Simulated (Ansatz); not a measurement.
# Ti: convergence with LAPW's basis error target

Aim: hold Ti and all else fixed and vary LAPW's basis error target, to see how far energy and properties move.

Program: Ansatz 0.2.0. Level of theory: DFT, PBE, all-electron LAPW, scalar-relativistic. These are calculated values, not measurements.

**1. The structure to begin with**

Symmetry: Fm-3m, No. 225, cubic system. Conventional cell: a = 4.060 Å, b = 4.060 Å, c = 4.060 Å, α = 90.00°, β = 90.00°, γ = 90.00°. Around Ti (site symmetry m-3m) lie 12 Ti at 2.87 Å.

As a file:

```cif
data_structure
_symmetry_space_group_name_H-M 'P 1'
_symmetry_Int_Tables_number 1
_cell_length_a 2.8709
_cell_length_b 2.8709
_cell_length_c 2.8709
_cell_angle_alpha 60.000
_cell_angle_beta 60.000
_cell_angle_gamma 60.000
_cell_volume 16.73
loop_
_atom_site_label
_atom_site_type_symbol
_atom_site_fract_x
_atom_site_fract_y
_atom_site_fract_z
_atom_site_occupancy
Ti1 Ti 0.00000 0.00000 0.00000 1
```

The cell comes from a crystallographic database entry that wasn't checked; take it as a given geometry, which may be far from equilibrium.

**2. With basis error target 0.03 eV/atom**

input.yaml

```yaml
crystal:
  lattice:
    - [0.0, 2.03, 2.03]
    - [2.03, 0.0, 2.03]
    - [2.03, 2.03, 0.0]
  atoms:
    - { symbol: Ti, position: [0.0, 0.0, 0.0] }
kpoints:
  mp_grid: { grid: [15, 15, 15] }
scf:
  occupations: { method: fermi_dirac, width: 0.05 }
hamiltonian:
  xc: pbe
  pseudopotentials: { kind: all_electron, lapw: { basis_error: 0.03 } }
output:
  forces: true
  stress: true
  eigenvalues: true
```

Run with:

```bash
$ ansatz run input.yaml --threads 1 --pin off --max-ram 2048MiB --backend cpu --events-out ev --progress --plain --runs-dir out
```

**3. With basis error target 0.01 eV/atom**

input.yaml: that of step 2 with these lines changed.

```diff
@@ -13,3 +13,3 @@
   xc: pbe
-  pseudopotentials: { kind: all_electron, lapw: { basis_error: 0.03 } }
+  pseudopotentials: { kind: all_electron, lapw: { basis_error: 0.01 } }
 output:
```

**4. With basis error target 0.003 eV/atom**

input.yaml: that of step 3 with these lines changed.

```diff
@@ -13,3 +13,3 @@
   xc: pbe
-  pseudopotentials: { kind: all_electron, lapw: { basis_error: 0.01 } }
+  pseudopotentials: { kind: all_electron, lapw: { basis_error: 0.003 } }
 output:
```

**5. With basis error target 0.0001 eV/atom**

input.yaml: that of step 4 with these lines changed.

```diff
@@ -13,3 +13,3 @@
   xc: pbe
-  pseudopotentials: { kind: all_electron, lapw: { basis_error: 0.003 } }
+  pseudopotentials: { kind: all_electron, lapw: { basis_error: 0.0001 } }
 output:
```

(Steps that only read results are left out.)

Before running it: what results should come out? Wanted: energy error of the loosest run; pressure, lowest to highest.

**Answer**, as computed:

| quantity | value |
| --- | --- |
| energy error of the loosest run (LAPW) | 1.9 meV/atom |
| within 1 meV/atom from | basis error target 0.01 |
| pressure, lowest to highest (LAPW) | 4.47 to 4.49 GPa |

At the loosest setting in the table the energy misses the tightest run by 1.9 meV/atom; from basis error target 0.01 on, all lie within 1 meV/atom of it. The energy falls at every step, as a growing basis should make it. The pressure spans 0.02 GPa (LAPW). The tightest run took 9.6 s against 3.5 s for the loosest.
